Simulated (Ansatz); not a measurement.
# A sheet of Bi₂Se₃ under strain

A free-standing layer, 5 atoms in a cell of 4.124 × 4.124 Å at 120° (P-3m1), 7.04 Å between its outer nuclei. Ansatz: PBE+D3(BJ), PAW, 420 eV, 12×12×1 mesh. It is strained by x per cent equally along both axes, atoms relaxed; y is the tensile stress along x per length. The small cell can't ripple, as a free sheet would under compression.

```tsv
x (%)	y (N/m)
-4.0	-3.92
-2.0	-1.81
0.0	0.01
2.0	1.58
4.0	2.93
7.0	?
```

Fit y = c1 x + c2 x² to the other rows, give the stiffness, and predict the missing row.

Least squares on the rows shown. y = 0.8545 x − 0.03081 x². The stiffness C11 + C12 is 100 c1 = 85 N/m, and the parabola would peak at x = 14 %, far outside the rows, so that is no strength. At x = 7.0 the fit asked for gives 4.47 N/m. The run gave 4.55 N/m, so the fit is 0.08 N/m too low, a small miss on the scale of the series. The form still works here, 38 % of the fitted range beyond its end.

Spin–orbit coupling is left out, which can shift energies with elements as heavy as these.